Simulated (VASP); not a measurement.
# Si (P6/mmm) in VASP: a series of runs, part 2 of 2

VASP 6.6.1. The steps go on from the part before.

## 3. Single point, LDA (strain -0.050 along x and y, +0.025 along z, atoms carried along)

INCAR reads:

```
ALGO     = Normal         # electronic algorithm
EDIFF    = 1E-6           # SCF threshold, eV
ENCUT    = 520            # plane-wave cutoff, eV
ISIF     = 2              # what is computed and relaxed
ISMEAR   = 0              # smearing method
LASPH    = True           # aspherical terms in the spheres
LCHARG   = True           # write CHGCAR
LELF     = True           # ELF
LREAL    = False          # projectors in reciprocal space
LVHAR    = True         
LWAVE    = False          # write WAVECAR
NBANDS   = 8              # bands
NELM     = 100            # most SCF steps
PREC     = Accurate       # precision mode
SIGMA    = 0.15           # smearing width, eV
```

KPOINTS reads:

```
k-points
0
Gamma
  21 21 20
```

POSCAR reads:

```
Si
1.0
    2.4895156742      0.0000000000      0.0000000000
   -1.2447578371      2.1559838169      0.0000000000
    0.0000000000      0.0000000000      2.5280132497
Si
1
Direct
    0.0000000000      0.0000000000      0.0000000000
```

Potentials or basis: VASP PAW LDA potentials, release 64 (Si).

Run with:

```console
$ cat potpaw_LDA.64/Si/POTCAR > POTCAR
$ mpirun -np 1 vasp_std > vasp.out
```

OUTCAR:

```text
EDIFF = 1E-6
   ENCUT = 520
   ISIF = 2
   ISMEAR = 0
   LASPH = True
   LREAL = False
   NELM = 100
   PREC = Accurate

 ion  position               nearest neighbor table
   1  0.000  0.000  0.000-

  LATTYP: Found a hexagonal cell.
 ALAT       =     2.4895156742
 C/A-ratio  =     1.0154638815

  Lattice vectors:

 A1 = (   2.4895156742,   0.0000000000,   0.0000000000)
 A2 = (  -1.2447578371,   2.1559838169,   0.0000000000)
 A3 = (   0.0000000000,   0.0000000000,   2.5280132497)

Analysis of symmetry for initial positions (statically):
=====================================================================
 Subroutine PRICEL returns:
 Original cell was already a primitive cell.

 Routine SETGRP: Setting up the symmetry group for a
 hexagonal supercell.

 Subroutine GETGRP returns: Found 24 space group operations
 (whereof 24 operations were pure point group operations)
 out of a pool of 24 trial point group operations.

The static configuration has the point symmetry D_6h.

Analysis of symmetry for dynamics (positions and initial velocities):
=====================================================================
 Subroutine PRICEL returns:
[... 156 lines left out ...]

 E-fermi :  10.6829     XC(G=0): -11.4566

 val. band max:       10.6787267890   @ k =   0.3810   0.1905   0.1000
 cond. band min:      10.6918290174   @ k =   0.1429   0.0476   0.2000
 fundamental gap:      0.0131022285
 Fermi energy:        10.6828922070

 k-point     1 :       0.0000    0.0000    0.0000
  band No.  band energies     occupation
      1      -4.1582      2.00000
      2      16.8143      0.00000
      3      17.3137      0.00000
      4      23.3626      0.00000
      5      23.3626      0.00000
      6      24.0851      0.00000
      7      24.0851      0.00000
      8      29.9956      0.00000
[... 243 lines left out ...]
 k-point    24 :       0.1905    0.0952    0.0000
  band No.  band energies     occupation
      1      -2.1912      2.00000
      2      13.0541      0.00000
      3      15.6488      0.00000
      4      18.4879      0.00000
      5      20.6662      0.00000
      6      25.4394      0.00000
      7      29.8128      0.00000
      8      31.6904      0.00000

 [... further k-points ...]
[... 5 lines left out ...]
  --------------------------------------------------------------------------------------
  -------------------------------------------------------------------------------------
  Total        1.4393773      1.4393773     -0.3411029      0.0000000     -0.0000000      0.0000000
  in kB      169.9595255    169.9595255    -40.2769272      0.0000000     -0.0000000      0.0000000
  external PRESSURE =      99.8807079 kB  Pullay stress =       0.0000000 kB

 VOLUME and BASIS-vectors are now :
 -----------------------------------------------------------------------------
  energy-cutoff  :      520.00
  volume of cell :       13.57
      direct lattice vectors                 reciprocal lattice vectors
     2.489515674  0.000000000  0.000000000     0.401684557  0.231912687  0.000000000
    -1.244757837  2.155983817  0.000000000     0.000000000  0.463825374  0.000000000
     0.000000000  0.000000000  2.528013250     0.000000000  0.000000000  0.395567547

 POSITION                                       TOTAL-FORCE (eV/Angst)
 -----------------------------------------------------------------------------------
      0.00000      0.00000      0.00000        -0.000000      0.000000      0.000000
 -----------------------------------------------------------------------------------
    total drift:                                0.000000     -0.000000     -0.000000

  FREE ENERGIE OF THE ION-ELECTRON SYSTEM (eV)
  ---------------------------------------------------
  free  energy   TOTEN  =        -5.6613116064 eV

  energy  without entropy=       -5.6567127019  energy(sigma->0) =       -5.65901215
```

OSZICAR:

```text
N       E                     dE             d eps       ncg     rms          rms(c)
DAV:   1    -0.296261174694E+01   -0.29626E+01   -0.18641E+03  9288   0.384E+02
DAV:   2    -0.566141481886E+01   -0.26988E+01   -0.25867E+01 12488   0.315E+01
DAV:   3    -0.567912608234E+01   -0.17711E-01   -0.17692E-01  9832   0.263E+00
DAV:   4    -0.567914698399E+01   -0.20902E-04   -0.20902E-04 13784   0.938E-02
DAV:   5    -0.567914698920E+01   -0.52181E-08   -0.57201E-08  9936   0.894E-04    0.359E+00
DAV:   6    -0.566802297935E+01    0.11124E-01   -0.19681E-03 10160   0.202E-01    0.206E+00
DAV:   7    -0.566135356298E+01    0.66694E-02   -0.36623E-03  9400   0.290E-01    0.150E-01
DAV:   8    -0.566131395438E+01    0.39609E-04   -0.14213E-04 12312   0.663E-02    0.151E-02
DAV:   9    -0.566131178907E+01    0.21653E-05   -0.45512E-06 10288   0.154E-02    0.112E-02
DAV:  10    -0.566131160644E+01    0.18263E-06   -0.60588E-07  6744   0.365E-03
   1 F= -.56613116E+01 E0= -.56590122E+01  d E =-.459890E-02
```

stdout:

```text
POSCAR found type information on POSCAR Si
 POSCAR found :  1 types and       1 ions
 scaLAPACK will be used
 LDA part: xc-table for (Slater(with rela. corr.)+CA(PZ))
 , standard interpolation
 POSCAR, INCAR and KPOINTS ok, starting setup
 FFT: planning ... GRIDC
 FFT: planning ... GRID_SOFT
 FFT: planning ... GRID
 WAVECAR not read
 entering main loop
```

It took 26 s on 1 thread of AMD EPYC 9R45 (Zen 5), shared host; peak memory 0.11 GiB.

Results:

```yaml
Free_energy: -5.6613 eV
Pressure: 10.0 GPa
Band_gap_on_the_k_mesh: none (metal or under the smearing width)
```

Levels at points of the mesh, in eV from the Fermi level:
| k point | band 1 | band 2 | band 3 | band 4 | band 5 | band 6 |
| --- | --- | --- | --- | --- | --- | --- |
| (0.00, 0.00, 0.00) | -14.84 | 6.13 | 6.63 | 12.68 | 12.68 | 13.40 |
| (0.00, 0.00, 0.50) | -10.53 | -7.81 | 15.57 | 15.57 | 15.82 | 15.82 |

## 4. Single point, LDA (strain +0.000 along x and y, -0.050 along z, atoms carried along)

INCAR reads:

```
SYSTEM = Si
PREC = Accurate ; ENCUT = 520
EDIFF = 1E-7 ; ISMEAR = 0
SIGMA = 0.15 ; LREAL = .FALSE.
LASPH = .TRUE. ; NELM = 80
ALGO = Fast ; ISIF = 2
LWAVE = .FALSE. ; LCHARG = .TRUE.
LELF = .TRUE. ; LVHAR = .TRUE.
NBANDS = 8
```

KPOINTS reads:

```
Automatic mesh
0
G
  21 21 20
  0 0 0
```

POSCAR reads:

```
Si
1.0
    2.6205428149      0.0000000000      0.0000000000
   -1.3102714075      2.2694566494      0.0000000000
    0.0000000000      0.0000000000      2.3430366705
Si
1
Direct
    0.0000000000      0.0000000000      0.0000000000
```

Run with:

```console
$ cat potpaw_LDA.64/Si/POTCAR > POTCAR
$ mpirun -np 1 vasp_std > vasp.out
```

Run time: 28 s. Hardware: 1 thread of AMD EPYC 9R45 (Zen 5), shared host; peak memory 0.12 GiB.

The run converged. Its results:

```yaml
Free_energy: -5.7079 eV
Pressure: 7.1 GPa
Band_gap_on_the_k_mesh: none (metal or under the smearing width)
```

Stress tensor (GPa, compression positive):
```
 1.85  0.00  0.00
 0.00  1.85  0.00
 0.00  0.00 17.68
```

Levels at points of the mesh, in eV from the Fermi level:
```
           k point  band 1  band 2  band 3  band 4  band 5  band 6  band 7
(0.00, 0.00, 0.00)  -14.59    7.95    9.72    9.72    9.97   11.85   11.85
(0.00, 0.00, 0.50)   -8.76   -7.50   14.12   14.12   15.22   15.22   15.87
```

## 5. The runs side by side

| cell | gap on the mesh (eV) | pressure (GPa) |
| --- | --- | --- |
| strain +0.025 along x and y, -0.050 along z, atoms carried along | none | 1.6 |
| strain -0.050 along x and y, +0.025 along z, atoms carried along | none | 10.0 |
| strain +0.000 along x and y, -0.050 along z, atoms carried along | none | 7.1 |

Alike in all rows: task single point; level LDA; potentials or basis VASP PAW LDA potentials, release 64 (Si); no spin polarisation; k mesh 21 × 21 × 20; cutoff (eV) 520; smearing gaussian 0.15 eV.

Absolute energies hang on the potentials; compare differences alone.
